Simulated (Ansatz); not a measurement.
Crystal: ZnO.

```xyz
4
Lattice="3.2880 0.0000 0.0000 -1.6440 2.8475 0.0000 0.0000 0.0000 7.1304" Properties=species:S:1:pos:R:3 pbc="T T T"
Zn    0.0000    0.0000    1.7826
Zn    0.0000    0.0000    5.3478
O     1.6440    0.9492    5.3478
O     0.0000    1.8983    1.7826
```

Measurements of this composition are mostly on another form, of space group No. 186.

Base run:

```yaml
Program: Ansatz 0.2.0
Functional: LDA
Potentials_or_basis: all-electron LAPW, scalar-relativistic
Cutoff: 431 eV (chosen from the basis error)
Basis_error_allowed: 0.002 eV/atom
k_mesh: 9 × 9 × 4
Occupations: fermi-dirac, width 0.05 eV
Spin: no spin polarisation
```

Its results: band gap on the k mesh 0.76 eV, direct; pressure -8.1 GPa.

Task: The run is repeated on the same cell with these changes: functional from LDA to PBEsol. What comes out?

Result: Band gap on the k mesh 0.77 eV, direct; pressure -4.5 GPa.

PBEsol binds less tightly than LDA, so the same cell stands under more pressure.
